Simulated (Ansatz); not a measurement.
Wanted: the native input for an Ansatz 0.2.0 run.

```
Task                : single point
Functional          : PBEsol
Potentials or basis : all-electron PAW datasets made for the crystal
Cutoff              : 160 eV (chosen from the basis error)
k mesh              : 6 × 6 × 4
Occupations         : fermi-dirac, width 0.05 eV
Spin                : no spin polarisation
```

Sb:

```
CELL_PARAMETERS angstrom
3.35453 0.00000 0.00000
-1.67727 2.90511 0.00000
0.00000 0.00000 5.47016
ATOMIC_POSITIONS crystal
Sb 0.66667 0.33333 0.75000
Sb 0.33333 0.66667 0.25000
```

This isn't the form of Sb at room conditions, which is rhombohedral.

The input as run:

input.yaml

```yaml
crystal:
  lattice:
    - [3.3545324186, 0.0, 0.0]
    - [-1.6772662093, 2.9051102923, 0.0]
    - [0.0, 0.0, 5.47016065]
  atoms:
    - { symbol: Sb, position: [0.6666666667, 0.3333333333, 0.75] }
    - { symbol: Sb, position: [0.3333333333, 0.6666666667, 0.25] }
kpoints:
  mp_grid: { grid: [6, 6, 4] }
scf:
  occupations: { method: fermi_dirac, width: 0.05 }
hamiltonian:
  xc: pbesol
  pseudopotentials: { kind: all_electron, datasets: crystal }
output:
  forces: true
  stress: true
  eigenvalues: true
```

Potentials or basis: all-electron PAW datasets made for the crystal.

Run with:

```sh
$ ansatz run input.yaml --threads 2 --pin off --max-ram 8192MiB --backend cpu --events-out ev --progress --plain --runs-dir out
```

Results of the run:

- Pressure: -1.4 GPa
- Band gap on the k mesh: none (metal or under the smearing width)

Caveat: the k mesh is coarse (spacing up to 0.36 Å⁻¹), so the values aren't converged; the k mesh is thin for a metal, which can move the energy by tens of meV per atom; the program warned that the printed levels may be off, so bands, gaps and densities of states are rough.

Run time: 2 s on 2 threads of Arm Neoverse V2, with other jobs on the host, peak memory 0.35 GiB.
